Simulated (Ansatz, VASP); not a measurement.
# One calculation of Cs, two programs

```
Cs
1.0
     0.00000    3.97829    3.88911
     3.97829    0.00000    3.88911
     3.97829    3.97829    0.00000
Cs
1
Direct
  0.00000 0.00000 0.00000
```

Change from the starting cell: z stretched by -1.5 % at fixed volume, PAW files.

Alike in both runs: task electric field gradients; functional LDA; k mesh 8 × 8 × 8; occupations fermi-dirac, width 0.08 eV; no spin polarisation.

|  | VASP | Ansatz |
| --- | --- | --- |
| version | VASP 6.6.1 | Ansatz 0.2.0 |
| potentials or method | VASP PAW LDA potentials, release 64 (Cs_sv) | PAW with Ansatz's default frozen-core files, scalar-relativistic |
| plane-wave cutoff (eV) | 520 | 420 |
| valence electrons in the cell | 9 | 9 |

|  | VASP | Ansatz | Ansatz less VASP |
| --- | --- | --- | --- |
| pressure (GPa) | -0.4 | -0.4 | +0.01 |
| Vzz of the field gradient on the site that differs most (V/Å²) | 0.5 | 0.5 | +0.01 |

Ansatz warned: «gradients_without_spin_orbit».

The runs have no spin-orbit coupling, so splittings on Cs are missing.
